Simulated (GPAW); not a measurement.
# FePt (Tetraferroplatinum) (P4/mmm) in GPAW: relaxation of cell and atoms with LDA

Aim: the relaxation of cell and atoms of FePt (Tetraferroplatinum) with LDA.

Program: GPAW 26.7.0. These are calculated values, not measurements. Logs are shortened: lines on timing, memory, paths and dates and some standing lists are left out, and cuts for length are marked. The log counts tension as positive stress, the text compression.

## (1) The structure

It takes space group P4/mmm (No. 123, tetragonal). Conventional cell: a = 2.724 Å, b = 2.724 Å, c = 3.720 Å, α = 90.00°, β = 90.00°, γ = 90.00°. Around Pt (site symmetry 4/mmm) lie 8 Fe at 2.68 Å and 4 Pt at 2.72 Å. Fe (site symmetry 4/mmm) has 8 Pt at 2.68 Å and 4 Fe at 2.72 Å as nearest neighbours.

## (2) Relaxation of cell and atoms, LDA, collinear spin, ferromagnetic start, target pressure 10 GPa, at which the enthalpy is minimised

The input, run.py:

```python
from ase.filters import FrechetCellFilter
from ase.io import read, write
from ase.optimize import BFGS
from ase.units import GPa
from gpaw import GPAW, PW

atoms = read('POSCAR')
atoms.set_initial_magnetic_moments([0.0, 3.0])

calc = GPAW(mode=PW(600),
            xc='LDA',
            kpts={'size': (7, 7, 5), 'gamma': True},
            occupations={'name': 'fermi-dirac', 'width': 0.05},
            nbands=24,
            convergence={'density': 1e-06, 'energy': 1e-06, 'eigenstates': 1e-10},
            maxiter=150,
            txt='gpaw.txt')
atoms.calc = calc
opt = BFGS(FrechetCellFilter(atoms, scalar_pressure=10 * GPa), trajectory='relax.traj', logfile='-')
done = opt.run(fmax=0.05, steps=100)
calc.write('gs.gpw')
write('result.traj', atoms)
print('Converged:', done)
print('Cell:', atoms.cell.cellpar().round(4))
print('Volume:', round(atoms.get_volume(), 4))
print(atoms.get_scaled_positions().round(5))
```

The input, POSCAR:

```
FePt
1.0
    2.7235000000      0.0000000000      0.0000000000
    0.0000000000      2.7235000000      0.0000000000
    0.0000000000      0.0000000000      3.7200000000
Pt Fe
1 1
Direct
    0.5000000000      0.5000000000      0.5000000000
    0.0000000000      0.0000000000      0.0000000000
```

Potentials or basis: the program's PAW data sets (release 1.2.1) made for this functional, pw.

Started as:

```sh
OMP_NUM_THREADS=1 python run.py
```

gpaw.txt:

```text
__  _  _
 | _ |_)|_||  |
 |__||  | ||/\| - 26.7.0

Input parameters:
  mode=PW(ecut=600.0),
  convergence={'density': 1e-06, 'energy': 1e-06, 'eigenstates': 1e-10},
  kpts=MonkhorstPack(size=(7, 7, 5), gamma=True),
  maxiter=150,
  nbands=24,
  occupations=Occupations(name='fermi-dirac', width=0.05),
  xc=XC(name='LDA')

Diagonalizing LCAO Hamiltonian
Converting LCAO to pw mode
   .------.
  /|      |
 * |      |
 | |      |
 | | Pt   |
 | .------.
 |/      /
 Fe-----*

Atoms  # Å, Bohr magnetons
|   | symbol |        x |        y |        z |    initial magnetic moments |
|---|--------|----------|----------|----------|-----------------------------|
| 0 |     Pt | 1.361750 | 1.361750 | 1.860000 | ( 0.0000,  0.0000,  0.0000) |
| 1 |     Fe | 0.000000 | 0.000000 | 0.000000 | ( 0.0000,  0.0000,  3.0000) |

Unit cell  # Å
| periodic |        x |        y |        z |  lengths |    angles |
|----------|----------|----------|----------|----------|-----------|
|      yes | 2.723500 | 0.000000 | 0.000000 | 2.723500 | 90.000000 |
|      yes | 0.000000 | 2.723500 | 0.000000 | 2.723500 | 90.000000 |
|      yes | 0.000000 | 0.000000 | 3.720000 | 3.720000 | 90.000000 |

Number of symmetries: 16
Symmetry operations  # r_c * U_cc + t_c -> r_c
|    | kind |            matrix            |
|----|------|------------------------------|
|  0 |  E   |  1, 0, 0,  0, 1, 0,  0, 0, 1 |
|  1 |  σ   |  1, 0, 0,  0, 1, 0,  0, 0,-1 |
|  2 |  σ   |  1, 0, 0,  0,-1, 0,  0, 0, 1 |
|  3 |  C2  |  1, 0, 0,  0,-1, 0,  0, 0,-1 |
|  4 |  σ   |  0, 1, 0,  1, 0, 0,  0, 0, 1 |
|  5 |  C2  |  0, 1, 0,  1, 0, 0,  0, 0,-1 |
|  6 |  C4  |  0, 1, 0, -1, 0, 0,  0, 0, 1 |
|  7 |  S4  |  0, 1, 0, -1, 0, 0,  0, 0,-1 |
|  8 |  C4  |  0,-1, 0,  1, 0, 0,  0, 0, 1 |
[... 214 lines left out ...]
Stress tensor  # eV/Ang^3
|        x |        y |        z |
|----------|----------|----------|
| 0.086657 | 0.000000 | 0.000000 |
| 0.000000 | 0.086657 | 0.000000 |
| 0.000000 | 0.000000 | 0.068742 |

Forces  # eV/Ang
|        x |       y |       z |
|----------|---------|---------|
| -0.00000 | 0.00000 | 0.00000 |  # Pt   0
| -0.00000 | 0.00000 | 0.00000 |  # Fe   1

Interpolating wave functions to new cell
   .------.
  /|      |
 * |      |
 | |  Pt  |
 | |      |
 | .------.
 |/      /
 Fe-----*

Atoms  # Å, Bohr magnetons
|   | symbol |         x |        y |        z |    initial magnetic moments |
|---|--------|-----------|----------|----------|-----------------------------|
| 0 |     Pt |  1.341892 | 1.341892 | 1.836114 | ( 0.0000,  0.0000,  0.3435) |
| 1 |     Fe | -0.000000 | 0.000000 | 0.000000 | ( 0.0000,  0.0000,  2.7812) |

Unit cell  # Å
| periodic |        x |        y |        z |  lengths |    angles |
|----------|----------|----------|----------|----------|-----------|
|      yes | 2.683783 | 0.000000 | 0.000000 | 2.683783 | 90.000000 |
|      yes | 0.000000 | 2.683783 | 0.000000 | 2.683783 | 90.000000 |
|      yes | 0.000000 | 0.000000 | 3.672228 | 3.672228 | 90.000000 |

Number of symmetries: 16
Symmetry operations  # r_c * U_cc + t_c -> r_c
|    | kind |            matrix            |
|----|------|------------------------------|
|  0 |  E   |  1, 0, 0,  0, 1, 0,  0, 0, 1 |
|  1 |  σ   |  1, 0, 0,  0, 1, 0,  0, 0,-1 |
|  2 |  σ   |  1, 0, 0,  0,-1, 0,  0, 0, 1 |
|  3 |  C2  |  1, 0, 0,  0,-1, 0,  0, 0,-1 |
|  4 |  σ   |  0, 1, 0,  1, 0, 0,  0, 0, 1 |
|  5 |  C2  |  0, 1, 0,  1, 0, 0,  0, 0,-1 |
|  6 |  C4  |  0, 1, 0, -1, 0, 0,  0, 0, 1 |
|  7 |  S4  |  0, 1, 0, -1, 0, 0,  0, 0,-1 |
|  8 |  C4  |  0,-1, 0,  1, 0, 0,  0, 0, 1 |
[... 210 lines left out ...]
Stress tensor  # eV/Ang^3
|        x |        y |        z |
|----------|----------|----------|
| 0.037187 | 0.000000 | 0.000000 |
| 0.000000 | 0.037187 | 0.000000 |
| 0.000000 | 0.000000 | 0.009964 |

Forces  # eV/Ang
|        x |       y |       z |
|----------|---------|---------|
|  0.00000 | 0.00000 | 0.00000 |  # Pt   0
| -0.00000 | 0.00000 | 0.00000 |  # Fe   1

Interpolating wave functions to new cell

           Pt

       Fe

Atoms  # Å, Bohr magnetons
|   | symbol |        x |        y |         z |    initial magnetic moments |
|---|--------|----------|----------|-----------|-----------------------------|
| 0 |     Pt | 1.309642 | 1.309642 |  1.803874 | ( 0.0000,  0.0000,  0.3244) |
| 1 |     Fe | 0.000000 | 0.000000 | -0.000000 | ( 0.0000,  0.0000,  2.6822) |

Unit cell  # Å
| periodic |         x |         y |        z |  lengths |    angles |
|----------|-----------|-----------|----------|----------|-----------|
|      yes |  2.619284 | -0.000000 | 0.000000 | 2.619284 | 90.000000 |
|      yes | -0.000000 |  2.619284 | 0.000000 | 2.619284 | 90.000000 |
|      yes |  0.000000 | -0.000000 | 3.607749 | 3.607749 | 90.000000 |

Number of symmetries: 16
Symmetry operations  # r_c * U_cc + t_c -> r_c
|    | kind |            matrix            |
|----|------|------------------------------|
|  0 |  E   |  1, 0, 0,  0, 1, 0,  0, 0, 1 |
|  1 |  σ   |  1, 0, 0,  0, 1, 0,  0, 0,-1 |
|  2 |  σ   |  1, 0, 0,  0,-1, 0,  0, 0, 1 |
|  3 |  C2  |  1, 0, 0,  0,-1, 0,  0, 0,-1 |
|  4 |  σ   |  0, 1, 0,  1, 0, 0,  0, 0, 1 |
|  5 |  C2  |  0, 1, 0,  1, 0, 0,  0, 0,-1 |
|  6 |  C4  |  0, 1, 0, -1, 0, 0,  0, 0, 1 |
|  7 |  S4  |  0, 1, 0, -1, 0, 0,  0, 0,-1 |
|  8 |  C4  |  0,-1, 0,  1, 0, 0,  0, 0, 1 |
[... 207 lines left out ...]
No gap
No difference between direct/indirect transitions

Stress tensor  # eV/Ang^3
|         x |         y |         z |
|-----------|-----------|-----------|
| -0.076173 |  0.000000 |  0.000000 |
|  0.000000 | -0.076173 |  0.000000 |
|  0.000000 |  0.000000 | -0.099293 |

Forces  # eV/Ang
|        x |        y |       z |
|----------|----------|---------|
| -0.00000 | -0.00000 | 0.00000 |  # Pt   0
|  0.00000 |  0.00000 | 0.00000 |  # Fe   1

Interpolating wave functions to new cell

           Pt

       Fe

Atoms  # Å, Bohr magnetons
|   | symbol |        x |        y |         z |    initial magnetic moments |
|---|--------|----------|----------|-----------|-----------------------------|
| 0 |     Pt | 1.314098 | 1.314098 |  1.811885 | ( 0.0000,  0.0000,  0.3110) |
| 1 |     Fe | 0.000000 | 0.000000 | -0.000000 | ( 0.0000,  0.0000,  2.5366) |

Unit cell  # Å
| periodic |        x |         y |         z |  lengths |    angles |
|----------|----------|-----------|-----------|----------|-----------|
|      yes | 2.628196 | -0.000000 |  0.000000 | 2.628196 | 90.000000 |
|      yes | 0.000000 |  2.628196 | -0.000000 | 2.628196 | 90.000000 |
|      yes | 0.000000 | -0.000000 |  3.623769 | 3.623769 | 90.000000 |

Number of symmetries: 16
Symmetry operations  # r_c * U_cc + t_c -> r_c
|    | kind |            matrix            |
|----|------|------------------------------|
|  0 |  E   |  1, 0, 0,  0, 1, 0,  0, 0, 1 |
|  1 |  σ   |  1, 0, 0,  0, 1, 0,  0, 0,-1 |
|  2 |  σ   |  1, 0, 0,  0,-1, 0,  0, 0, 1 |
|  3 |  C2  |  1, 0, 0,  0,-1, 0,  0, 0,-1 |
|  4 |  σ   |  0, 1, 0,  1, 0, 0,  0, 0, 1 |
|  5 |  C2  |  0, 1, 0,  1, 0, 0,  0, 0,-1 |
|  6 |  C4  |  0, 1, 0, -1, 0, 0,  0, 0, 1 |
|  7 |  S4  |  0, 1, 0, -1, 0, 0,  0, 0,-1 |
|  8 |  C4  |  0,-1, 0,  1, 0, 0,  0, 0, 1 |
[... 206 lines left out ...]
No gap
No difference between direct/indirect transitions

Stress tensor  # eV/Ang^3
|         x |         y |         z |
|-----------|-----------|-----------|
| -0.054719 |  0.000000 |  0.000000 |
|  0.000000 | -0.054719 |  0.000000 |
|  0.000000 |  0.000000 | -0.076866 |

Forces  # eV/Ang
|        x |        y |       z |
|----------|----------|---------|
|  0.00000 |  0.00000 | 0.00000 |  # Pt   0
| -0.00000 | -0.00000 | 0.00000 |  # Fe   1

Interpolating wave functions to new cell

           Pt

       Fe

Atoms  # Å, Bohr magnetons
|   | symbol |        x |        y |         z |    initial magnetic moments |
|---|--------|----------|----------|-----------|-----------------------------|
| 0 |     Pt | 1.313297 | 1.313297 |  1.814990 | ( 0.0000,  0.0000,  0.3096) |
| 1 |     Fe | 0.000000 | 0.000000 | -0.000000 | ( 0.0000,  0.0000,  2.5598) |

Unit cell  # Å
| periodic |        x |         y |         z |  lengths |    angles |
|----------|----------|-----------|-----------|----------|-----------|
|      yes | 2.626595 |  0.000000 | -0.000000 | 2.626595 | 90.000000 |
|      yes | 0.000000 |  2.626595 | -0.000000 | 2.626595 | 90.000000 |
|      yes | 0.000000 | -0.000000 |  3.629981 | 3.629981 | 90.000000 |

Number of symmetries: 16
Symmetry operations  # r_c * U_cc + t_c -> r_c
|    | kind |            matrix            |
|----|------|------------------------------|
|  0 |  E   |  1, 0, 0,  0, 1, 0,  0, 0, 1 |
|  1 |  σ   |  1, 0, 0,  0, 1, 0,  0, 0,-1 |
|  2 |  σ   |  1, 0, 0,  0,-1, 0,  0, 0, 1 |
|  3 |  C2  |  1, 0, 0,  0,-1, 0,  0, 0,-1 |
|  4 |  σ   |  0, 1, 0,  1, 0, 0,  0, 0, 1 |
|  5 |  C2  |  0, 1, 0,  1, 0, 0,  0, 0,-1 |
|  6 |  C4  |  0, 1, 0, -1, 0, 0,  0, 0, 1 |
|  7 |  S4  |  0, 1, 0, -1, 0, 0,  0, 0,-1 |
|  8 |  C4  |  0,-1, 0,  1, 0, 0,  0, 0, 1 |
[... 205 lines left out ...]
No gap
No difference between direct/indirect transitions

Stress tensor  # eV/Ang^3
|         x |         y |         z |
|-----------|-----------|-----------|
| -0.054848 |  0.000000 |  0.000000 |
|  0.000000 | -0.054848 |  0.000000 |
|  0.000000 |  0.000000 | -0.074048 |

Forces  # eV/Ang
|        x |       y |       z |
|----------|---------|---------|
|  0.00000 | 0.00000 | 0.00000 |  # Pt   0
| -0.00000 | 0.00000 | 0.00000 |  # Fe   1

Interpolating wave functions to new cell

           Pt

       Fe

Atoms  # Å, Bohr magnetons
|   | symbol |        x |        y |         z |    initial magnetic moments |
|---|--------|----------|----------|-----------|-----------------------------|
| 0 |     Pt | 1.306812 | 1.306812 |  1.833094 | ( 0.0000,  0.0000,  0.3081) |
| 1 |     Fe | 0.000000 | 0.000000 | -0.000000 | ( 0.0000,  0.0000,  2.5608) |

Unit cell  # Å
| periodic |        x |         y |         z |  lengths |    angles |
|----------|----------|-----------|-----------|----------|-----------|
|      yes | 2.613624 | -0.000000 | -0.000000 | 2.613624 | 90.000000 |
|      yes | 0.000000 |  2.613624 | -0.000000 | 2.613624 | 90.000000 |
|      yes | 0.000000 | -0.000000 |  3.666189 | 3.666189 | 90.000000 |

Number of symmetries: 16
Symmetry operations  # r_c * U_cc + t_c -> r_c
|    | kind |            matrix            |
|----|------|------------------------------|
|  0 |  E   |  1, 0, 0,  0, 1, 0,  0, 0, 1 |
|  1 |  σ   |  1, 0, 0,  0, 1, 0,  0, 0,-1 |
|  2 |  σ   |  1, 0, 0,  0,-1, 0,  0, 0, 1 |
|  3 |  C2  |  1, 0, 0,  0,-1, 0,  0, 0,-1 |
|  4 |  σ   |  0, 1, 0,  1, 0, 0,  0, 0, 1 |
|  5 |  C2  |  0, 1, 0,  1, 0, 0,  0, 0,-1 |
|  6 |  C4  |  0, 1, 0, -1, 0, 0,  0, 0, 1 |
|  7 |  S4  |  0, 1, 0, -1, 0, 0,  0, 0,-1 |
|  8 |  C4  |  0,-1, 0,  1, 0, 0,  0, 0, 1 |
[... 206 lines left out ...]
No gap
No difference between direct/indirect transitions

Stress tensor  # eV/Ang^3
|         x |         y |         z |
|-----------|-----------|-----------|
| -0.061242 |  0.000000 |  0.000000 |
|  0.000000 | -0.061242 | -0.000000 |
|  0.000000 | -0.000000 | -0.062792 |

Forces  # eV/Ang
|        x |       y |       z |
|----------|---------|---------|
|  0.00000 | 0.00000 | 0.00000 |  # Pt   0
| -0.00000 | 0.00000 | 0.00000 |  # Fe   1

# Writing to gs.gpw (mode='')
```

Wall time 2.1 min (1 thread of Arm Neoverse V2, shared host); peak memory 0.24 GiB.

What came out:

| Property | Result |
| --- | --- |
| Free energy | -18.2942 eV |
| Relaxed volume | 12.52 Å³/atom |
| Relaxed cell | a = 2.614 Å, b = 2.614 Å, c = 3.666 Å, α = 90.00°, β = 90.00°, γ = 90.00° |
| Space group after relaxing (to 0.05 Å) | P4/mmm (No. 123) |
| Energy change on relaxing (the enthalpy is what falls) | -25.7 meV/atom |
| Ionic steps | 6 |
| Pressure after relaxing | 9.9 GPa |
| Band gap on the k mesh | none (metal or under the smearing width) |
| Net moment | 2.90 μB per cell |
| Site moments | Pt +0.30; Fe +2.56 μB |

Stress tensor (GPa, compression positive):
```
 9.81  0.00  0.00
 0.00  9.81  0.00
 0.00  0.00 10.06
```

The path:
| step | energy change (eV) | largest force (eV/Å) | pressure (GPa) | volume (Å³) |
| --- | --- | --- | --- | --- |
| 1 | 0.0000 | 0.0000 | -12.93 | 27.59 |
| 2 | -0.0647 | 0.0000 | -4.50 | 26.45 |
| 3 | -0.0257 | 0.0000 | 13.44 | 24.75 |
| 4 | -0.0471 | 0.0000 | 9.95 | 25.03 |
| 5 | -0.0487 | 0.0000 | 9.81 | 25.04 |
| 6 | -0.0513 | 0.0000 | 9.89 | 25.04 |

Final structure:
```
Pt Fe
1.0
     2.61362    0.00000    0.00000
     0.00000    2.61362    0.00000
     0.00000    0.00000    3.66619
Pt Fe
1 1
Direct
  0.50000 0.50000 0.50000
  0.00000 0.00000 0.00000
```

Caveat: each step starts from the last one's moments, so a moment once lost doesn't come back; later steps reuse the first step's grids.
